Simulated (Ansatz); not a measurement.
# TiB2 (P6/mmm) in Ansatz: further runs

The runs below take TiB2 through relaxation of cell and atoms, with PBEsol.

All numbers are computed with Ansatz 0.2.0; they aren't measurements. Logs are shortened: lines on timing, memory, paths and dates and some standing lists are left out, and cuts for length are marked.

### Step 1. Starting point

It takes space group P6/mmm (No. 191, hexagonal). The conventional cell has a = 3.029 Å, b = 3.029 Å, c = 3.228 Å, α = 90.00°, β = 90.00°, γ = 120.00°. Ti (site symmetry 6/mmm) is surrounded by 12 B at 2.38 Å. Around B (site symmetry -6m2) lie 3 B at 1.75 Å.

### Step 2. Relaxation of cell and atoms, PBEsol, target pressure 2 GPa, at which the enthalpy is minimised

File input.yaml:

```yaml
crystal:
  lattice:
    - [3.0292, 0.0, 0.0]
    - [-1.5146, 2.6233641531, 0.0]
    - [0.0, 0.0, 3.2284]
  atoms:
    - { symbol: Ti, position: [0.0, 0.0, 0.0] }
    - { symbol: B, position: [0.6666666667, 0.3333333333, 0.5] }
    - { symbol: B, position: [0.3333333333, 0.6666666667, 0.5] }
hamiltonian:
  xc: pbesol
  pseudopotentials: { kind: paw }
kpoints:
  mp_grid: { grid: [10, 10, 8] }
scf:
  occupations: { method: fermi_dirac, width: 0.05 }
output:
  forces: true
  stress: true
  eigenvalues: true
relax:
  f_tol: 0.01
  max_steps: 40
  cell: { stress_tol: 0.05, p_target: 2.0 }
```

Potentials or basis: Ansatz PAW.

The run is started by

```console
> ansatz run input.yaml --threads 2 --pin off --max-ram 5632MiB --backend cpu --events-out ev --progress --plain --runs-dir out
```

Standard output:

```text
Warning: RAYON_NUM_THREADS=2 ignored (pool sized by the plan → 2); use --threads N
Engine: ansatz 0.2.0, aarch64-unknown-linux-gnu
Pseudopotentials: kind: paw
Pseudopotential: Ti, paw, valence charge 12, recommended cutoff 420 eV (normal), Ti.paw.azcp
Pseudopotential: B, paw, valence charge 3, recommended cutoff 420 eV (normal), B.paw.azcp
Functional definition: PBEsol
  exchange = pbesol_x
  correlation = pbesol_c
Crystal: 3 atoms, lattice volume = 25.655 Å³
Basis set: ecut = 420 eV, 503 PW (Γ), exchange–correlation on 48×48×48 points (8 copies of the dense FFT grid, shifted against one another)
Bands: 13, of which v1, the nominal top of the filled ones, is band 9 counted from 1 (8 counted from 0)
Symmetry: 24 space group operations
Space group: P6/mmm (ITA 191), of the structure as read, at distance tolerance 2.9e-5 Å
k-points: 70 of 800
Non-local potential: Ti, projectors of the file, l = 0: 3, l = 1: 2, l = 2: 3, l = 3: 1
Non-local potential: B, projectors of the file, l = 0: 2, l = 1: 2, l = 2: 1
PAW form: soft (Blöchl's): semilocal exchange-correlation on the pseudo side does not see the compensation charge
PAW frozen core: Ti, regenerated for the run's functional, and the local potential with it (the file was generated under x = pbe(κ = 0.804, μ = 0.2195149727645171), c = pbe(β = 0.06672455060314922))
PAW frozen core: B, regenerated for the run's functional, and the local potential with it (the file was generated under x = pbe(κ = 0.804, μ = 0.2195149727645171), c = pbe(β = 0.06672455060314922))
PAW one-centre angular grid: Ti, 590 points (default); XC on 64 Gauss nodes
PAW one-centre angular grid: B, 110 points (default); XC on 64 Gauss nodes
Initial density: superposition of atomic densities (neutral atoms: chi_scale 0, normalization atom), corrected by the library's trained network
Initial wavefunctions: pseudopotential atomic-orbital guess
Functional: x = pbesol(κ = 0.804, μ = 0.12345679012345678), c = pbesol(β = 0.046)
SCF iter   1: F=—  HF=-2782.611271 eV  |F-HF|=—  |Δ(HF+E_count)|=         —  Δρ=6.50e-3  dr2=8.33e-3  ethr=1.77e-3  ⟨swp⟩=4.5  Hψ=4320  notcnv=0
preconditioner: auto → none  [metal: Δε(μ)=0.010 eV  Ē_g=8.109 eV  σ=0.050 eV  W_gap=0.05  n_scr=8 (ndim 8)  ℏωp=23.2 eV  f_vac=0.000  D(μ)=0.83/eV (n_scr^D=8)  sad-step TF]
SCF iter   2: F=—  HF=-2782.608398 eV  |F-HF|=—  |Δ(HF+E_count)|=   2.87e-3  Δρ=3.20e-3  dr2=2.60e-3  ethr=4.63e-5  ⟨swp⟩=2.8  Hψ=2149  notcnv=0
SCF iter   3: F=—  HF=-2782.607385 eV  |F-HF|=—  |Δ(HF+E_count)|=   1.01e-3  Δρ=2.91e-4  dr2=2.18e-5  ethr=1.45e-5  ⟨swp⟩=2.0  Hψ=1529  notcnv=0
SCF iter   4: F=—  HF=-2782.607376 eV  |F-HF|=—  |Δ(HF+E_count)|=   8.44e-6  Δρ=4.65e-5  dr2=4.31e-7  ethr=1.21e-7  ⟨swp⟩=2.8  Hψ=1482  notcnv=0
iter 5 did not close the SCF: its close was put off for the readings that it lacked (scf_convergence_deferred on its scf_iter line)
SCF iter   5: F=-2782.607376 eV  HF=-2782.607376 eV  |F-HF|=3.08e-9  |Δ(HF+E_count)|=   7.63e-8  Δρ=5.00e-6  dr2=5.85e-9  ethr=2.39e-9  ⟨swp⟩=2.5  Hψ=1284  notcnv=0
SCF iter   6: F=-2782.607376 eV  HF=-2782.607376 eV  |F-HF|=1.98e-10  |Δ(HF+E_count)|=   1.19e-9  Δρ=1.09e-6  dr2=2.59e-10  ethr=3.25e-11  ⟨swp⟩=1.6  Hψ=2775  notcnv=0
SCF 1 converged in 6 iterations: F = -2782.607376 eV  dr2 = 2.59e-10
relax step   1: F+E_penalty+E_count = -2782.60737631 eV  Δ(F+E_penalty+E_count) = +0.000e0 eV  max|allowed force component| = 4.379e-16 eV/Å  Δτ_max = 0.0000 Å  P = -5.058 GPa  Ω = 25.655 Å³  (6 SCF iters, dr2 threshold 1.00e-7 eV, accepted)
Crystal: 3 atoms, lattice volume = 25.062 Å³
Basis set: ecut = 420 eV, 479 PW (Γ), exchange–correlation on 48×48×48 points (8 copies of the dense FFT grid, shifted against one another)
Initial density: handed on by an earlier stage of this run
Initial wavefunctions: those handed on with the density
iter 1 solved again at ethr=3.67e-5 eV; its pass at ethr=3.10e-3 eV (dr2=6.60e-3 eV) is discarded
SCF iter   1: F=—  HF=-2782.618505 eV  |F-HF|=—  |Δ(HF+E_count)|=         —  Δρ=3.70e-3  dr2=6.25e-3  ethr=3.67e-5  ⟨swp⟩=1.1  Hψ=5850  notcnv=0
preconditioner: auto → none  [metal: Δε(μ)=0.023 eV  Ē_g=8.294 eV  σ=0.050 eV  W_gap=0.12  n_scr=8 (ndim 8)  ℏωp=23.5 eV  f_vac=0.000  D(μ)=0.92/eV (n_scr^D=8)]
SCF iter   2: F=—  HF=-2782.617208 eV  |F-HF|=—  |Δ(HF+E_count)|=   1.30e-3  Δρ=1.36e-3  dr2=8.11e-4  ethr=3.47e-5  ⟨swp⟩=1.9  Hψ=990  notcnv=0
SCF iter   3: F=—  HF=-2782.617028 eV  |F-HF|=—  |Δ(HF+E_count)|=   1.80e-4  Δρ=1.35e-4  dr2=1.79e-6  ethr=4.51e-6  ⟨swp⟩=2.1  Hψ=1071  notcnv=0
SCF iter   4: F=—  HF=-2782.617032 eV  |F-HF|=—  |Δ(HF+E_count)|=   3.19e-6  Δρ=3.04e-5  dr2=8.28e-8  ethr=9.97e-9  ⟨swp⟩=2.8  Hψ=1526  notcnv=0
iter 5 did not close the SCF: its close was put off for the readings that it lacked (scf_convergence_deferred on its scf_iter line)
SCF iter   5: F=-2782.617032 eV  HF=-2782.617032 eV  |F-HF|=1.34e-9  |Δ(HF+E_count)|=   3.60e-8  Δρ=3.80e-6  dr2=2.90e-9  ethr=4.60e-10  ⟨swp⟩=2.6  Hψ=1421  notcnv=0
SCF iter   6: F=-2782.617032 eV  HF=-2782.617032 eV  |F-HF|=1.23e-11  |Δ(HF+E_count)|=  1.58e-10  Δρ=4.31e-7  dr2=1.85e-11  ethr=1.61e-11  ⟨swp⟩=1.2  Hψ=2590  notcnv=0
SCF 2 converged in 6 iterations: F = -2782.617032 eV  dr2 = 1.85e-11
relax step   2: F+E_penalty+E_count = -2782.61703169 eV  Δ(F+E_penalty+E_count) = -9.655e-3 eV  max|allowed force component| = 5.551e-17 eV/Å  Δτ_max = 0.0000 Å  P = +0.597 GPa  Ω = 25.062 Å³  energy of the carried Pulay correction = +7.624e-4 eV  (6 SCF iters, dr2 threshold 3.00e-7 eV, accepted)
Crystal: 3 atoms, lattice volume = 24.926 Å³
Basis set: ecut = 420 eV, 467 PW (Γ), exchange–correlation on 48×48×48 points (8 copies of the dense FFT grid, shifted against one another)
iter 1 solved again at ethr=6.33e-6 eV; its pass at ethr=3.10e-3 eV (dr2=1.14e-3 eV) is discarded
SCF iter   1: F=—  HF=-2782.616551 eV  |F-HF|=—  |Δ(HF+E_count)|=         —  Δρ=1.72e-3  dr2=1.16e-3  ethr=6.33e-6  ⟨swp⟩=1.0  Hψ=5372  notcnv=0
preconditioner: auto → none  [metal: Δε(μ)=0.021 eV  Ē_g=8.298 eV  σ=0.050 eV  W_gap=0.10  n_scr=8 (ndim 8)  ℏωp=23.5 eV  f_vac=0.000  D(μ)=0.89/eV (n_scr^D=8)]
SCF iter   2: F=—  HF=-2782.616306 eV  |F-HF|=—  |Δ(HF+E_count)|=   2.44e-4  Δρ=6.33e-4  dr2=1.64e-4  ethr=6.33e-6  ⟨swp⟩=1.7  Hψ=978  notcnv=0
SCF iter   3: F=—  HF=-2782.616267 eV  |F-HF|=—  |Δ(HF+E_count)|=   3.93e-5  Δρ=3.88e-5  dr2=1.45e-7  ethr=9.09e-7  ⟨swp⟩=2.3  Hψ=1185  notcnv=0
iter 4 did not close the SCF: its close was put off for the readings that it lacked (scf_convergence_deferred on its scf_iter line)
SCF iter   4: F=-2782.616267 eV  HF=-2782.616267 eV  |F-HF|=1.66e-9  |Δ(HF+E_count)|=   6.80e-8  Δρ=7.29e-6  dr2=6.00e-9  ethr=8.03e-10  ⟨swp⟩=2.4  Hψ=1302  notcnv=0
iter 5 did not close the SCF: its close was put off for the readings that it lacked (scf_convergence_deferred on its scf_iter line)
SCF iter   5: F=-2782.616267 eV  HF=-2782.616267 eV  |F-HF|=8.00e-11  |Δ(HF+E_count)|=  3.15e-10  Δρ=8.06e-7  dr2=8.47e-11  ethr=3.33e-11  ⟨swp⟩=2.0  Hψ=1450  notcnv=0
SCF iter   6: F=-2782.616267 eV  HF=-2782.616267 eV  |F-HF|=1.82e-12  |Δ(HF+E_count)|=  1.09e-11  Δρ=1.41e-7  dr2=3.82e-12  ethr=1.00e-12  ⟨swp⟩=1.1  Hψ=2778  notcnv=0
SCF 3 converged in 6 iterations: F = -2782.616267 eV  dr2 = 3.82e-12
relax step   3: F+E_penalty+E_count = -2782.61626717 eV  Δ(F+E_penalty+E_count) = +7.645e-4 eV  max|allowed force component| = 3.978e-16 eV/Å  Δτ_max = 0.0000 Å  P = +2.243 GPa  Ω = 24.926 Å³  energy of the carried Pulay correction = +9.537e-4 eV  (6 SCF iters, dr2 threshold 3.00e-7 eV, accepted)
Crystal: 3 atoms, lattice volume = 24.944 Å³
iter 1 solved again at ethr=2.03e-7 eV; its pass at ethr=3.10e-3 eV (dr2=3.65e-5 eV) is discarded
SCF iter   1: F=—  HF=-2782.616520 eV  |F-HF|=—  |Δ(HF+E_count)|=         —  Δρ=3.26e-4  dr2=3.82e-5  ethr=2.03e-7  ⟨swp⟩=2.9  Hψ=5717  notcnv=0
preconditioner: auto → none  [metal: Δε(μ)=0.027 eV  Ē_g=8.275 eV  σ=0.050 eV  W_gap=0.13  n_scr=8 (ndim 8)  ℏωp=23.5 eV  f_vac=0.000  D(μ)=0.91/eV (n_scr^D=8)]
SCF iter   2: F=—  HF=-2782.616513 eV  |F-HF|=—  |Δ(HF+E_count)|=   7.74e-6  Δρ=1.16e-4  dr2=5.05e-6  ethr=2.03e-7  ⟨swp⟩=1.9  Hψ=986  notcnv=0
iter 3 did not close the SCF: its close was put off for the readings that it lacked (scf_convergence_deferred on its scf_iter line)
SCF iter   3: F=-2782.616511 eV  HF=-2782.616511 eV  |F-HF|=1.40e-8  |Δ(HF+E_count)|=   1.36e-6  Δρ=9.12e-6  dr2=1.97e-8  ethr=2.81e-8  ⟨swp⟩=2.0  Hψ=1046  notcnv=0
iter 4 did not close the SCF: its close was put off for the readings that it lacked (scf_convergence_deferred on its scf_iter line)
SCF iter   4: F=-2782.616511 eV  HF=-2782.616511 eV  |F-HF|=4.09e-12  |Δ(HF+E_count)|=   7.37e-9  Δρ=2.20e-6  dr2=4.31e-10  ethr=1.10e-10  ⟨swp⟩=2.1  Hψ=1253  notcnv=0
iter 5 did not close the SCF: its close was put off for the readings that it lacked (scf_convergence_deferred on its scf_iter line)
SCF iter   5: F=-2782.616511 eV  HF=-2782.616511 eV  |F-HF|=8.19e-12  |Δ(HF+E_count)|=  8.87e-11  Δρ=4.20e-7  dr2=2.34e-11  ethr=2.39e-12  ⟨swp⟩=2.4  Hψ=1346  notcnv=0
SCF iter   6: F=-2782.616511 eV  HF=-2782.616511 eV  |F-HF|=4.55e-13  |Δ(HF+E_count)|=    0.00e0  Δρ=2.42e-8  dr2=6.65e-14  ethr=1.00e-12  ⟨swp⟩=1.0  Hψ=2100  notcnv=0
SCF 4 converged in 6 iterations: F = -2782.616511 eV  dr2 = 6.65e-14
relax step   4: F+E_penalty+E_count = -2782.61651131 eV  Δ(F+E_penalty+E_count) = -2.441e-4 eV  max|allowed force component| = 1.727e-16 eV/Å  Δτ_max = 0.0000 Å  P = +2.002 GPa  Ω = 24.944 Å³  energy of the carried Pulay correction = +9.275e-4 eV  (6 SCF iters, dr2 threshold 3.00e-7 eV, accepted)
Initial wavefunctions: pseudopotential atomic-orbital guess (no wavefunctions were taken with the density)
iter 1 solved again at ethr=2.63e-9 eV; its pass at ethr=3.10e-3 eV (dr2=4.73e-7 eV) is discarded
SCF iter   1: F=—  HF=-2782.615688 eV  |F-HF|=—  |Δ(HF+E_count)|=         —  Δρ=6.87e-5  dr2=1.56e-7  ethr=2.63e-9  ⟨swp⟩=3.1  Hψ=7121  notcnv=0
preconditioner: auto → none  [metal: Δε(μ)=0.027 eV  Ē_g=8.278 eV  σ=0.050 eV  W_gap=0.13  n_scr=8 (ndim 8)  ℏωp=23.5 eV  f_vac=0.000  D(μ)=0.91/eV (n_scr^D=8)]
SCF iter   2: F=—  HF=-2782.615689 eV  |F-HF|=—  |Δ(HF+E_count)|=   9.83e-7  Δρ=3.47e-5  dr2=3.54e-8  ethr=8.65e-10  ⟨swp⟩=1.0  Hψ=910  notcnv=0
SCF iter   3: F=—  HF=-2782.615689 eV  |F-HF|=—  |Δ(HF+E_count)|=   7.84e-8  Δρ=1.15e-6  dr2=9.06e-11  ethr=1.97e-10  ⟨swp⟩=2.0  Hψ=1249  notcnv=0
iter 4 did not close the SCF: its close was put off for the readings that it lacked (scf_convergence_deferred on its scf_iter line)
SCF iter   4: F=-2782.615689 eV  HF=-2782.615689 eV  |F-HF|=3.18e-12  |Δ(HF+E_count)|=  6.64e-11  Δρ=1.80e-7  dr2=5.04e-12  ethr=1.00e-12  ⟨swp⟩=3.0  Hψ=1479  notcnv=0
iter 5 did not close the SCF: its close was put off for the readings that it lacked (scf_convergence_deferred on its scf_iter line)
SCF iter   5: F=-2782.615689 eV  HF=-2782.615689 eV  |F-HF|=0.00e0  |Δ(HF+E_count)|=  1.82e-12  Δρ=3.10e-8  dr2=1.12e-13  ethr=1.00e-12  ⟨swp⟩=1.0  Hψ=910  notcnv=0
iter 6 did not close the SCF: its close was put off for the readings that it lacked (scf_convergence_deferred on its scf_iter line)
SCF iter   6: F=-2782.615689 eV  HF=-2782.615689 eV  |F-HF|=0.00e0  |Δ(HF+E_count)|=  4.55e-13  Δρ=3.12e-9  dr2=1.84e-15  ethr=1.00e-12  ⟨swp⟩=1.0  Hψ=910  notcnv=0
iter 7 did not close the SCF: its close was put off for the readings that it lacked (scf_convergence_deferred on its scf_iter line)
SCF iter   7: F=-2782.615689 eV  HF=-2782.615689 eV  |F-HF|=1.36e-12  |Δ(HF+E_count)|=  4.55e-13  Δρ=5.56e-10  dr2=3.47e-17  ethr=1.00e-12  ⟨swp⟩=1.0  Hψ=910  notcnv=0
SCF iter   8: F=-2782.615689 eV  HF=-2782.615689 eV  |F-HF|=9.09e-13  |Δ(HF+E_count)|=  4.55e-13  Δρ=1.52e-10  dr2=6.01e-18  ethr=1.00e-12  ⟨swp⟩=1.5  Hψ=2140  notcnv=0
SCF 5 converged in 8 iterations: F = -2782.615689 eV  dr2 = 6.01e-18
relax step   5: F+E_penalty+E_count = -2782.61568913 eV  Δ(F+E_penalty+E_count) = +8.222e-4 eV  max|allowed force component| = 1.727e-16 eV/Å  Δτ_max = 0.0000 Å  P = +1.958 GPa  Ω = 24.944 Å³  stress off target by 4.31e-2 GPa  SCF on the basis re-selected at this cell (its energy is not comparable with the rows above)  (8 SCF iters)
basis re-selected at this cell: Δ(F+E_penalty+E_count) = +8.222e-4 eV, ΔP = -0.044 GPa vs the last step (what re-selecting the basis moved, of the pressure what is left beyond the Pulay correction that the steps carried, after the strain that the cell walked since its last selection, with what the two solves' SCF thresholds leave and, on support functions, any second-order correction that the steps lacked; it is no measure of the basis error at this ecutwfc). This SCF's stress stands 4.31e-2 GPa from its target on what of the cell is left free (relax.cell.stress_tol is 5.00e-2 GPa) and its largest allowed force component is 1.73e-16 eV/Å (relax.f_tol is 1.00e-2 eV/Å): within both
SCF converged after 8 iterations
Free energy (F): -2782.615689 eV
Harris-Foulkes:  -2782.615689 eV  (|F-HF|=9.09e-13)
Internal energy: -2782.608957 eV  (E = F + TS)
E sigma→0 (E₀):  -2782.612323 eV
Entropy (-TS):   -0.006732 eV (-2.244 meV/atom)
Fermi energy:    15.461357 eV
--- Per-component energies (eV) ---
  E_band       = -85.655469
  E_kinetic    = 377.876738
  E_local      = -771.851888  (includes V_loc(G=0)·N_el)
  E_nonlocal   = 30.229706
  E_hartree    = 328.577848
  E_xc         = -164.857425
  E_vxc        = -203.241177  (∫ρ·V_xc dr)
  E_paw        = -1173.420530  (= ΣΔE_a)
  E_vpaw       = -175.824633  (= ΣTr[D̂ρ^β])
  E_aug_tail   = 0.000091  (compensation charges beyond the density's cutoff)
  E_ewald      = -1409.332304
  E_core_change = 0.168806  (= ΣΔE_core)
  E_smearing   = -0.006732  (= −TS)
  E_closure    = 0.000000  (closes the sum)
  Σ components = -2782.615689   (vs F -2782.615689, Δ=0.00e0)
--- Forces (eV/Å), atoms counted from 1 ---
  atom   1  Ti    -0.00000000    -0.00000000     0.00000000
  atom   2  B     -0.00000000     0.00000000    -0.00000000
  atom   3  B      0.00000000    -0.00000000     0.00000000
  max |Σ_I F_I| component: 3.70e-17 eV/Å
--- Stress (GPa, compression-positive) ---
        1.956875      -0.000000       0.000000
        0.000000       1.956875      -0.000000
        0.000000      -0.000000       1.961056
  P = ⅓ Tr σ = 1.9583 GPa (19.583 kbar)
--- Band table (eV; the first three rows and the last of 70) ---
  k-point 0: bands = ["-41.0495", "-17.5115", "-17.1978", "-17.1978", "1.9207", "12.8181", "12.8181", "13.3272", "13.3421", "17.5319", "17.5319", "19.4113", "19.4113"]
  k-point 1: bands = ["-41.0468", "-17.5475", "-17.1949", "-17.1949", "2.1399", "11.6874", "12.9899", "12.9899", "14.7763", "17.0057", "17.0057", "19.0320", "19.0320"]
  k-point 2: bands = ["-41.0402", "-17.6334", "-17.1879", "-17.1879", "2.7445", "9.9797", "13.4940", "13.4940", "16.0079", "16.1383", "16.1383", "18.0612", "18.0612"]
  k-point 69: bands = ["-40.9639", "-17.6341", "-17.5117", "-17.4288", "6.3985", "7.4017", "9.8568", "12.1203", "12.4051", "18.2080", "19.6588", "19.8833", "20.2044"]
--- Relaxed structure (4 steps of the walk, 4 accepted, 1 SCFs on fresh bases) ---
  F+E_penalty+E_count = -2782.61568913 eV   max|allowed force component| = 1.727e-16 eV/Å   (the final SCF, on the basis selected at the relaxed cell)
  cell:  # Å, volume = 24.9439 Å³
    - [3.0099859258762187, -1.054975902037952e-33, -2.3077597857080197e-34]
    - [-1.5049929629381094, 2.60672427684243, -2.736762501854741e-35]
    - [-2.4595179229638182e-34, -1.7567985164027274e-34, 3.1791025424652086]
  atoms:
    - { symbol: Ti, position: [-8.681106643030305e-35, -4.078583901292647e-36, 0.0] }
    - { symbol: B, position: [0.6666666666666665, 0.33333333333333326, 0.49999999999999994] }
    - { symbol: B, position: [0.33333333333333326, 0.6666666666666665, 0.49999999999999994] }
```

It took 5.2 s on 2 threads of Arm Neoverse V1, shared host; peak memory 0.32 GiB.

Results:

| Item | Value |
| --- | --- |
| Free energy | -2782.6157 eV |
| Relaxed volume | 8.31 Å³/atom |
| Relaxed cell | a = 3.010 Å, b = 3.010 Å, c = 3.179 Å, α = 90.00°, β = 90.00°, γ = 120.00° |
| Space group after relaxing (to 0.05 Å) | P6/mmm (No. 191) |
| Energy change on relaxing (the enthalpy is what falls) | -2.8 meV/atom |
| Ionic steps | 5 |
| Pressure after relaxing | 2.0 GPa |
| Band gap on the k mesh | none (metal or under the smearing width) |

The path:
| step | energy change (eV) | largest force (eV/Å) | volume (Å³) |
| --- | --- | --- | --- |
| 1 | 0.0000 | 0.0000 | 25.66 |
| 2 | -0.0097 | 0.0000 | 25.06 |
| 3 | -0.0089 | 0.0000 | 24.93 |
| 4 | -0.0091 | 0.0000 | 24.94 |
| 5 | -0.0083 | 0.0000 | 24.94 |

Final structure:
```
CELL_PARAMETERS angstrom
3.00999 0.00000 0.00000
-1.50499 2.60672 0.00000
0.00000 0.00000 3.17910
ATOMIC_POSITIONS crystal
Ti 0.00000 0.00000 0.00000
B 0.66667 0.33333 0.50000
B 0.33333 0.66667 0.50000
```

Caveat: the plane-wave basis is chosen anew once the cell has moved, so the energies of steps on either side of that aren't comparable; the PAW data sets come from PBE, with cores solved anew for the run's functional, which leaves a small shift of forces and pressure.

[end of part 1 of 2]
